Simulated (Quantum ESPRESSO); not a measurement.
# SnO (P4/nmm) in Quantum ESPRESSO: reference runs

How does SnO come out in PBEsol? The cell is run as given and disturbed.

All numbers are computed with Quantum ESPRESSO 7.5; they aren't measurements. Logs are shortened: lines on timing, memory, paths and dates and some standing lists are left out, and cuts for length are marked.

**1. The crystal as given**

It takes space group P4/nmm (No. 129, tetragonal). Conventional cell: a = 3.814 Å, b = 3.814 Å, c = 4.887 Å, α = 90.00°, β = 90.00°, γ = 90.00°. Around Sn (site symmetry 4mm) lie 4 O at 2.23 Å. Around O (site symmetry -4m2) lie 4 Sn at 2.23 Å.

The cell is a database's computed one.

**2. Single point, PBEsol**

pw.in reads:

```
&CONTROL
  calculation = 'scf'
  prefix = 'pwscf'
  outdir = './tmp'
  pseudo_dir = './pseudo'
  tprnfor = .true.
  tstress = .true.
  disk_io = 'low'
/
&SYSTEM
  ibrav = 0
  celldm(1) = 8
  nat = 4
  ntyp = 2
  ecutwfc = 68
  ecutrho = 544
  nbnd = 28
  occupations = 'smearing'
  smearing = 'fd'
  degauss = 0.00367493
/
&ELECTRONS
  conv_thr = 8d-10
  electron_maxstep = 120
  mixing_beta = 0.5
/
ATOMIC_SPECIES
Sn   118.7100 sn_pbesol_v1.4.uspp.F.UPF
O     15.9990 o_pbesol_v1.2.uspp.F.UPF
CELL_PARAMETERS alat
  0.9008549360743   0.0000000000000   0.0000000000000
  0.0000000000000   0.9008549360743   0.0000000000000
  0.0000000000000   0.0000000000000   1.1543659664739
ATOMIC_POSITIONS crystal
Sn     0.5000000000    0.0000000000    0.7646261400
Sn     0.0000000000    0.5000000000    0.2353738600
O      0.0000000000    0.0000000000    0.0000000000
O      0.5000000000    0.5000000000    0.0000000000
K_POINTS automatic
7 7 6 0 0 0
```

pp_density.in reads:

```
&INPUTPP
  prefix = 'pwscf'
  outdir = './tmp'
  filplot = 'density.dat'
  plot_num = 0
/
&PLOT
  nfile = 1
  filepp(1) = 'density.dat'
  iflag = 3
  output_format = 6
  fileout = 'density.cube'
/
```

pp_potential.in reads:

```
&INPUTPP
  prefix = 'pwscf'
  outdir = './tmp'
  filplot = 'potential.dat'
  plot_num = 11
/
&PLOT
  nfile = 1
  filepp(1) = 'potential.dat'
  iflag = 3
  output_format = 6
  fileout = 'potential.cube'
/
```

Potentials or basis: GBRV 1.5 PBEsol.

Started as:

```sh
$ OMP_NUM_THREADS=1 mpirun -n 2 pw.x -nk 2 -in pw.in > pw.out
$ OMP_NUM_THREADS=1 mpirun -n 1 pp.x -in pp_density.in > pp_density.out
$ OMP_NUM_THREADS=1 mpirun -n 1 pp.x -in pp_potential.in > pp_potential.out
```

pw.out:

```text
This program is part of the open-source Quantum ESPRESSO suite
     for quantum simulation of materials; please cite
[... 13 lines left out ...]
     --------------------
     sticks:   dense  smooth     PW     G-vecs:    dense   smooth      PW
     Sum        2241    1117    325               102749    36285    5655

     Using Slab Decomposition

     bravais-lattice index     =            0
     lattice parameter (alat)  =       8.0000  a.u.
     unit-cell volume          =     479.6486 (a.u.)^3
     number of atoms/cell      =            4
     number of atomic types    =            2
     number of electrons       =        40.00
     number of Kohn-Sham states=           28
     kinetic-energy cutoff     =      68.0000  Ry
     charge density cutoff     =     544.0000  Ry
     scf convergence threshold =      8.0E-10
     mixing beta               =       0.5000
     number of iterations used =            8  plain     mixing
     Exchange-correlation= SLA  PW   PSX  PSC
                           (   1   4  10   8   0   0   0)

     celldm(1)=   8.000000  celldm(2)=   0.000000  celldm(3)=   0.000000
     celldm(4)=   0.000000  celldm(5)=   0.000000  celldm(6)=   0.000000

     crystal axes: (cart. coord. in units of alat)
               a(1) = (   0.900855   0.000000   0.000000 )
               a(2) = (   0.000000   0.900855   0.000000 )
               a(3) = (   0.000000   0.000000   1.154366 )

     reciprocal axes: (cart. coord. in units 2 pi/alat)
               b(1) = (  1.110057  0.000000  0.000000 )
               b(2) = (  0.000000  1.110057  0.000000 )
               b(3) = (  0.000000  0.000000  0.866276 )

     PseudoPot. # 1 for Sn read from file:
     sn_pbesol_v1.4.uspp.F.UPF
     Pseudo is Ultrasoft + core correction, Zval = 14.0
     Generated by new atomic code, or converted to UPF format
     Using radial grid of  891 points,  6 beta functions with:
                l(1) =   0
                l(2) =   0
                l(3) =   1
                l(4) =   1
                l(5) =   2
                l(6) =   2
     Q(r) pseudized with  8 coefficients,  rinner =    1.350   1.350   1.350
                                                       1.350   1.350

     PseudoPot. # 2 for O  read from file:
     o_pbesol_v1.2.uspp.F.UPF
     Pseudo is Ultrasoft + core correction, Zval =  6.0
     Generated by new atomic code, or converted to UPF format
     Using radial grid of  737 points,  5 beta functions with:
                l(1) =   0
                l(2) =   0
                l(3) =   1
                l(4) =   1
                l(5) =   2
     Q(r) pseudized with  8 coefficients,  rinner =    0.900   0.900   0.900
                                                       0.900   0.900

     atomic species   valence    mass     pseudopotential
     Sn               14.00   118.71000     Sn( 1.00)
     O                 6.00    15.99900     O ( 1.00)

     16 Sym. Ops., with inversion, found ( 8 have fractional translation)

   Cartesian axes

     site n.     atom                  positions (alat units)
         1        Sn     tau(   1) = (   0.4504275   0.0000000   0.8826584  )
         2        Sn     tau(   2) = (   0.0000000   0.4504275   0.2717076  )
         3        O      tau(   3) = (   0.0000000   0.0000000   0.0000000  )
         4        O      tau(   4) = (   0.4504275   0.4504275   0.0000000  )

     number of k points=    40  Fermi-Dirac smearing, width (Ry)=  0.0037
                       cart. coord. in units 2pi/alat
        k(    1) = (   0.0000000   0.0000000   0.0000000), wk =   0.0068027
        k(    2) = (   0.0000000   0.0000000   0.1443794), wk =   0.0136054
        k(    3) = (   0.0000000   0.0000000   0.2887588), wk =   0.0136054
        k(    4) = (   0.0000000   0.0000000  -0.4331382), wk =   0.0068027
        k(    5) = (   0.0000000   0.1585795   0.0000000), wk =   0.0272109
        k(    6) = (   0.0000000   0.1585795   0.1443794), wk =   0.0544218
[... 32 lines left out ...]
        k(   39) = (   0.4757386   0.4757386   0.2887588), wk =   0.0544218
        k(   40) = (   0.4757386   0.4757386  -0.4331382), wk =   0.0272109

     Dense  grid:   102749 G-vectors     FFT dimensions: (  54,  54,  72)

     Smooth grid:    36285 G-vectors     FFT dimensions: (  40,  40,  50)

     Check: negative core charge=   -0.000001

     Initial potential from superposition of free atoms

     starting charge      37.9999, renormalised to      40.0000
     Starting wfcs are   26 randomized atomic wfcs +    2 random wfcs

     Self-consistent Calculation

     iteration #  1     ecut=    68.00 Ry     beta= 0.50
     Davidson diagonalization with overlap
     ethr =  1.00E-02,  avg # of iterations =  6.7

     total energy              =    -382.08352352 Ry
     estimated scf accuracy    <       1.33278921 Ry

     iteration #  2     ecut=    68.00 Ry     beta= 0.50
     Davidson diagonalization with overlap
     ethr =  3.33E-03,  avg # of iterations =  2.2

     total energy              =    -382.33500772 Ry
     estimated scf accuracy    <       0.18080498 Ry

     iteration #  3     ecut=    68.00 Ry     beta= 0.50
     Davidson diagonalization with overlap
     ethr =  4.52E-04,  avg # of iterations =  2.2
[... 50 lines left out ...]
     total energy              =    -382.39138598 Ry
     estimated scf accuracy    <       0.00000001 Ry

     iteration # 11     ecut=    68.00 Ry     beta= 0.50
     Davidson diagonalization with overlap
     ethr =  2.66E-11,  avg # of iterations =  3.5

     total energy              =    -382.39138598 Ry
     estimated scf accuracy    <          1.2E-09 Ry

     iteration # 12     ecut=    68.00 Ry     beta= 0.50
     Davidson diagonalization with overlap
     ethr =  3.08E-12,  avg # of iterations =  2.0

     End of self-consistent calculation

          k = 0.0000 0.0000 0.0000 (  4533 PWs)   bands (ev):

   -12.2971 -11.8642 -11.8630 -11.8630 -11.8180 -11.8084 -11.7637 -11.7594
   -11.7374 -11.7374 -10.4801  -7.7817   1.9218   3.0155   3.3409   3.3409
     6.1659   6.4606   6.4606   9.6095  11.6245  13.7944  14.3567  14.3567
    15.2333  15.2333  16.3753  16.7912

          k = 0.0000 0.0000 0.1444 (  4572 PWs)   bands (ev):

   -12.2934 -11.8679 -11.8572 -11.8572 -11.8153 -11.8052 -11.7666 -11.7626
   -11.7439 -11.7439 -10.4715  -7.7819   1.3136   3.3666   3.3666   3.8989
     6.1494   6.4569   6.4569   9.3541  11.3295  13.6033  13.6033  13.9047
    16.1428  16.1428  16.2797  16.9984

          k = 0.0000 0.0000 0.2888 (  4572 PWs)   bands (ev):

   -12.2859 -11.8755 -11.8430 -11.8430 -11.8083 -11.7963 -11.7736 -11.7712
   -11.7595 -11.7595 -10.4541  -7.7822   0.7023   3.4193   3.4193   5.3042
     6.1170   6.4486   6.4486   8.4338  11.1627  12.8833  12.8833  13.5706
    16.8284  17.2059  17.2059  17.4833
[... 248 lines left out ...]
   -12.2217 -12.2068 -11.8333 -11.8298 -11.8062 -11.8034 -11.7560 -11.7540
   -11.7346 -11.7322  -8.7974  -8.6586   0.6239   0.7661   3.9313   4.2227
     6.8755   7.1064   7.1713   7.3076  11.2607  11.2903  13.9149  14.6721
    14.9110  15.7106  18.5321  18.6719

          k = 0.4757 0.4757-0.4331 (  4554 PWs)   bands (ev):

   -12.2157 -12.2008 -11.8324 -11.8270 -11.8048 -11.8034 -11.7659 -11.7645
   -11.7359 -11.7352  -8.7872  -8.6493   0.6462   0.7958   3.8074   4.1279
     6.8842   7.0680   7.1064   7.1635  12.0292  12.1988  13.0046  13.7564
    15.0830  15.7034  19.4587  19.5025

     the Fermi energy is     9.7963 ev

!    total energy              =    -382.39138598 Ry
     estimated scf accuracy    <          9.9E-11 Ry
     smearing contrib. (-TS)   =      -0.00002653 Ry
     internal energy E=F+TS    =    -382.39135945 Ry

     The total energy is F=E-TS. E is the sum of the following terms:
     one-electron contribution =    -154.04513538 Ry
     hartree contribution      =     105.37773803 Ry
     xc contribution           =     -99.60443170 Ry
     ewald contribution        =    -234.11953040 Ry

     convergence has been achieved in  12 iterations

     Forces acting on atoms (cartesian axes, Ry/au):

     atom    1 type  1   force =     0.00000000    0.00000000   -0.00437549
     atom    2 type  1   force =     0.00000000    0.00000000    0.00437549
     atom    3 type  2   force =     0.00000000    0.00000000    0.00000000
     atom    4 type  2   force =     0.00000000    0.00000000    0.00000000

     Total force =     0.006188     Total SCF correction =     0.000047

     Computing stress (Cartesian axis) and pressure

          total   stress  (Ry/bohr**3)                   (kbar)     P=       -5.33
  -0.00003329   0.00000000   0.00000000           -4.90        0.00        0.00
   0.00000000  -0.00003329   0.00000000            0.00       -4.90        0.00
   0.00000000   0.00000000  -0.00004213            0.00        0.00       -6.20

=------------------------------------------------------------------------------=
   JOB DONE.
=------------------------------------------------------------------------------=
```

pp_density.out:

```text
This program is part of the open-source Quantum ESPRESSO suite
     for quantum simulation of materials; please cite
         "P. Giannozzi et al., J. Phys.:Condens. Matter 21 395502 (2009);
         "P. Giannozzi et al., J. Phys.:Condens. Matter 29 465901 (2017);
         "P. Giannozzi et al., J. Chem. Phys. 152 154105 (2020);
     in publications or presentations arising from this work. More details at

     IMPORTANT: XC functional enforced from input :
     Exchange-correlation= PBESOL
                           (   1   4  10   8   0   0   0)
     Any further DFT definition will be discarded
     Please, verify this is what you really want

     G-vector sticks info
     --------------------
     sticks:   dense  smooth     PW     G-vecs:    dense   smooth      PW
     Sum        2241    1117    325               102749    36285    5655

     Using Slab Decomposition

     Check: negative core charge=   -0.000001

     Calling punch_plot, plot_num =   0
     Writing data to file  density.dat
     Reading data from file  density.dat

     Writing data to be plotted to file density.cube
     Plot Type: 3D                     Output format: Gaussian cube

=------------------------------------------------------------------------------=
   JOB DONE.
=------------------------------------------------------------------------------=
```

pp_potential.out:

```text
This program is part of the open-source Quantum ESPRESSO suite
     for quantum simulation of materials; please cite
         "P. Giannozzi et al., J. Phys.:Condens. Matter 21 395502 (2009);
         "P. Giannozzi et al., J. Phys.:Condens. Matter 29 465901 (2017);
         "P. Giannozzi et al., J. Chem. Phys. 152 154105 (2020);
     in publications or presentations arising from this work. More details at

     IMPORTANT: XC functional enforced from input :
     Exchange-correlation= PBESOL
                           (   1   4  10   8   0   0   0)
     Any further DFT definition will be discarded
     Please, verify this is what you really want

     G-vector sticks info
     --------------------
     sticks:   dense  smooth     PW     G-vecs:    dense   smooth      PW
     Sum        2241    1117    325               102749    36285    5655

     Using Slab Decomposition

     Check: negative core charge=   -0.000001

     Calling punch_plot, plot_num =  11
     Writing data to file  potential.dat
     Reading data from file  potential.dat

     Writing data to be plotted to file potential.cube
     Plot Type: 3D                     Output format: Gaussian cube

=------------------------------------------------------------------------------=
   JOB DONE.
=------------------------------------------------------------------------------=
```

Run time: 64 s. Hardware: 2 MPI ranks of Arm Neoverse V1, shared host; peak memory 0.56 GiB.

What came out:

| Property | Result |
| --- | --- |
| Free energy | -5202.6999 eV |
| Pressure | -0.5 GPa |
| Largest force | 0.112 eV/Å |
| Band gap on the k mesh | 0.37 eV, indirect (least direct gap 1.98 eV) |

Forces on the atoms (eV/Å):
```
Sn   0.000  0.000 -0.112
Sn   0.000  0.000  0.112
O    0.000  0.000  0.000
O    0.000  0.000  0.000
```

Levels at points of the mesh, in eV from the valence-band top:
```csv
k point,band 16,band 17,band 18,band 19,band 20,band 21,band 22,band 23,band 24,band 25
"(0.00, 0.00, 0.00)",-6.27,-3.44,-3.15,-3.15,0.00,2.01,4.18,4.75,4.75,5.62
"(0.00, 0.00, -0.50)",-3.51,-3.19,-3.17,-3.17,-2.17,1.60,3.01,3.01,3.68,7.76
```

Caveat: spin-orbit coupling is left out, which moves the levels of the heavy elements; an odd mesh through Γ misses points on the zone boundary, where band edges often lie.

**3. Single point, PBEsol (atoms moved at random, drawn with an rms of 0.05 Å)**

pw.in reads:

```
&CONTROL
  calculation = 'scf'
  prefix = 'pwscf'
  outdir = './tmp'
  pseudo_dir = './pseudo'
  tprnfor = .true.
  tstress = .true.
  disk_io = 'nowf'
/
&SYSTEM
  ibrav = 0
  nat = 4
  ntyp = 2
  ecutwfc = 68
  ecutrho = 544
  nbnd = 28
  occupations = 'smearing'
  smearing = 'fd'
  degauss = 0.00367493
/
&ELECTRONS
  conv_thr = 8d-10
  electron_maxstep = 120
  mixing_beta = 0.5
/
ATOMIC_SPECIES
Sn   118.7100 sn_pbesol_v1.4.uspp.F.UPF
O     15.9990 o_pbesol_v1.2.uspp.F.UPF
CELL_PARAMETERS angstrom
   3.8136952200    0.0000000000    0.0000000000
   0.0000000000    3.8136952200    0.0000000000
   0.0000000000    0.0000000000    4.8869133000
ATOMIC_POSITIONS crystal
Sn     0.5091850000   -0.0043280000    0.7697660000
Sn     0.0031930000    0.5007510000    0.2249020000
O      0.0068460000    0.0034470000   -0.0019050000
O      0.4935640000    0.4956290000   -0.0016140000
K_POINTS automatic
7 7 6 0 0 0
```

Potentials or basis: GBRV 1.5 PBEsol.

Started as:

```sh
$ OMP_NUM_THREADS=1 mpirun -n 2 pw.x -nk 2 -in pw.in > pw.out
```

Run time: 3.4 min. Hardware: 2 MPI ranks of Arm Neoverse V1, shared host; peak memory 0.76 GiB.

The run converged. Its results:

- Free energy: -5202.6511 eV
- Pressure: 2.0 GPa
- Largest force: 0.888 eV/Å
- Band gap on the k mesh: 0.59 eV, indirect (least direct gap 1.87 eV)

Forces in eV/Å, atoms in the order of the input:
```
Sn  -0.110  0.049 -0.799
Sn  -0.087 -0.005  0.884
O   -0.190 -0.183 -0.028
O    0.387  0.139 -0.057
```

Stress tensor (GPa, compression positive):
```
 1.77  0.04 -0.14
 0.04  1.66 -0.01
-0.14 -0.01  2.50
```

Levels at points of the mesh, in eV from the valence-band top:
| k point | band 17 | band 18 | band 19 | band 20 | band 21 | band 22 | band 23 | band 24 |
| --- | --- | --- | --- | --- | --- | --- | --- | --- |
| (0.00, 0.00, 0.00) | -3.54 | -3.36 | -3.35 | -0.02 | 1.94 | 3.99 | 4.99 | 5.01 |
| (0.00, 0.00, -0.50) | -3.38 | -3.36 | -3.16 | -2.06 | 1.43 | 3.21 | 3.22 | 3.68 |

Caveat: spin-orbit coupling is left out, which moves the levels of the heavy elements; an odd mesh through Γ misses points on the zone boundary, where band edges often lie.
